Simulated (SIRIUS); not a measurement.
MnO in SIRIUS: the effect of Hubbard term

The system is MnO.

```xyz
2
Lattice="0.0000 2.2239 2.2239 2.2239 0.0000 2.2239 2.2239 2.2239 0.0000" Properties=species:S:1:pos:R:3 pbc="T T T"
Mn    0.0000    0.0000    0.0000
O     2.2239    2.2239    2.2239
```

The cell is a database's computed one.

Alike in all runs:

* Program: SIRIUS 7.10.0
* Task: single point
* Functional: LDA
* Potentials or basis: PseudoDojo 0.4.1 PBE standard (scalar relativistic)
* Cutoff: 1307 eV
* Density cutoff: 5227 eV
* k mesh: 7 × 7 × 7
* Occupations: fermi-dirac, width 0.05 eV
* Spin: collinear spin, ferromagnetic start
* Starting moments: [4.0, 0.0] μB
* Libxc names: ["XC_LDA_X", "XC_LDA_C_PW"]
* Energy tol: 1e-08 Ha
* Density tol: 1e-06
* Mixer: anderson
* Mixing beta: 0.5
* Max scf: 100

```csv
Hubbard term,pressure (GPa),moment (μB)
none,-16.6,4.59
Mn d U = 2 eV,-5.6,4.99
Mn d U = 4 eV,-3.1,5.00
Mn d U = 6 eV,-0.7,5.00
Mn d U = 8 eV,?,?
```

**Question.** What does the run with Hubbard term Mn d U = 8 eV give?

**Answer.** Pressure 1.6 GPa; moment 5.00 μB.

Worked out: A parabola through the other rows of the pressure, of slope -2.87 GPa per eV there, extrapolates to -4.7 GPa, against the run's 1.6. A parabola through the other rows of the moment, of slope -0.188 μB per eV there, extrapolates to 4.70 μB, against the run's 5.00.

Caveats: the potentials were made for another functional, which shifts forces and pressure; a cell with one magnetic atom can't hold antiferromagnetic order, which such compounds often take.
